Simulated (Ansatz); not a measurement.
## Sc₂Al: a faulty run and its cure

The input below was meant for crystalline Sc₂Al, with PBEsol, plane waves and PAW in Ansatz.

```yaml
crystal:
  lattice:
    - [4.8926114005, 0.0, 0.0]
    - [-2.4463057002, 4.2371257637, 0.0]
    - [0.0, 0.0, 6.16142057]
  atoms:
    - { symbol: Sc, position: [0.0, 0.0, 0.0] }
    - { symbol: Sc, position: [0.0, 0.0, 0.5] }
    - { symbol: Sc, position: [0.3333333333, 0.6666666667, 0.75] }
    - { symbol: Sc, position: [0.6666666667, 0.3333333333, 0.25] }
    - { symbol: Al, position: [0.3333333333, 0.6666666667, 0.25] }
    - { symbol: Al, position: [0.6666666667, 0.3333333333, 0.75] }
basis:
  ecutwfc: 420
kpoints:
  mp_grid: { grid: [1, 1, 1] }
hamiltonian:
  xc: pbesol
scf:
  occupations: { method: gaussian, width: 0.1 }
output:
  forces: true
  stress: true
  eigenvalues: true
```

Command:

```bash
ansatz run input.yaml --threads 1 --pin off --max-ram 2560MiB --backend cpu --events-out ev --progress --plain --runs-dir out
```

Output, shortened (HF is the Harris–Foulkes energy, dr2 the density residual in eV):

```text
Pseudopotential: Sc, paw, valence charge 11, recommended cutoff 420 eV (normal)
Pseudopotential: Al, paw, valence charge 3, recommended cutoff 420 eV (normal)
Crystal: 6 atoms, lattice volume = 127.730 Å³
Basis set: ecut = 420 eV, 2463 PW (Γ), exchange–correlation on 72×72×90 points (8 copies of the dense FFT grid, shifted against one another)
Bands: 31, of which v1, the nominal top of the filled ones, is band 25 counted from 1 (24 counted from 0)
Symmetry: 24 space group operations
Space group: P63/mmc (ITA 194), of the structure as read, at distance tolerance 5.0e-5 Å
k-points: 1
PAW frozen core: Sc, regenerated for the run's functional, and the local potential with it (the file was generated under x = pbe(κ = 0.804, μ = 0.2195), c = pbe(β = 0.0667))
PAW frozen core: Al, regenerated for the run's functional, and the local potential with it (the file was generated under x = pbe(κ = 0.804, μ = 0.2195), c = pbe(β = 0.0667))
Initial density: superposition of atomic densities, corrected by the library's trained network
SCF iter   1: HF=-9495.846847 eV  Δρ=3.01e-2  dr2=1.39e0
SCF iter   2: HF=-9495.603948 eV  Δρ=1.57e-2  dr2=3.55e-1
SCF iter   3: HF=-9495.544866 eV  Δρ=6.37e-3  dr2=7.20e-2
SCF iter   4: HF=-9495.534426 eV  Δρ=1.97e-3  dr2=6.67e-3
SCF iter   5: HF=-9495.533878 eV  Δρ=5.25e-4  dr2=4.05e-4
SCF iter   6: HF=-9495.533815 eV  Δρ=8.20e-5  dr2=8.39e-6
SCF iter   7: HF=-9495.533829 eV  Δρ=2.05e-5  dr2=5.53e-7
SCF iter   8: F=-9495.533828 eV  HF=-9495.533828 eV  Δρ=4.00e-6  dr2=2.98e-8
SCF 1 converged in 8 iterations: F = -9495.533828 eV  dr2 = 2.98e-8
SCF converged after 8 iterations
Free energy (F): -9495.533828 eV
E sigma→0 (E₀):  -9495.476505 eV
Entropy (-TS):   -0.114646 eV (-19.108 meV/atom)
Fermi energy:    8.847999 eV
--- Forces (eV/Å), atoms counted from 1 ---
  atom   1  Sc    -0.00000000    -0.00000000     0.00000000
  atom   2  Sc    -0.00000000    -0.00000000    -0.00000000
  atom   3  Sc    -0.00000000    -0.00000000    -0.00000000
  atom   4  Sc    -0.00000000     0.00000000     0.00000000
  atom   5  Al    -0.00000000    -0.00000000     0.00000000
  atom   6  Al    -0.00000000     0.00000000     0.00000000
--- Stress (GPa, compression-positive) ---
      -14.343964       0.000000      -0.000000
        0.000000     -14.343964       0.000000
       -0.000000       0.000000      -4.456739
  P = ⅓ Tr σ = -11.0482 GPa (-110.482 kbar)
```

Problem. The run converged, but its numbers aren't those of the intended crystal and state. Why?

Solution. The fault is one k-point for a metal. One point can't sample a Fermi surface. The cure is a converged mesh.

Fix:

```diff
 kpoints:
-  mp_grid: { grid: [1, 1, 1] }
+  mp_grid: { grid: [12, 12, 6] }
```

The mended run converges, with a pressure of -2.06 GPa, no gap. The faulty run's energy lay 200 meV per atom higher.

The mended run took 19 s on 1 thread of Intel(R) Xeon(R) Platinum 8259CL CPU @ 2.50GHz (Skylake/Cascade Lake) (shared host), peak memory 0.54 GiB.